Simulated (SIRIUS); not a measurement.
## Dy in SIRIUS: the effect of valence relativity

Crystal: Dy.

```
CELL_PARAMETERS angstrom
3.59030 0.00000 0.00000
-1.79515 3.10929 0.00000
0.00000 0.00000 5.64750
ATOMIC_POSITIONS crystal
Dy 0.66667 0.33333 0.75000
Dy 0.33333 0.66667 0.25000
```

Alike in all runs:

```yaml
Program: SIRIUS 7.12.0
Task: band structure
Functional: PBE
Cutoff: 168 eV
Basis: apw+lo standard
k_mesh: 9 × 9 × 5
Occupations: fermi-dirac, width 0.05 eV
Spin: collinear spin, ferromagnetic start
Starting_moments: "[5.0, 5.0] μB"
```

| valence relativity | potentials or basis | moment (μB) |
| --- | --- | --- |
| none | all-electron FP-LAPW (no relativity for the valence, core without relativity) | ? |
| zora | all-electron FP-LAPW (ZORA valence) | 9.20 |
| iora | all-electron FP-LAPW | 9.52 |
| koelling-harmon | all-electron FP-LAPW (Koelling-Harmon valence) | 9.61 |

**Question.** What does the run with valence relativity none give?

**Answer.** Moment 8.10 μB.

Caveats: the magnetic or orbital state may not be the lowest; relativity is left out for the valence states, which matters for the heavier elements (some runs); relativity is left out for the core states (some runs).
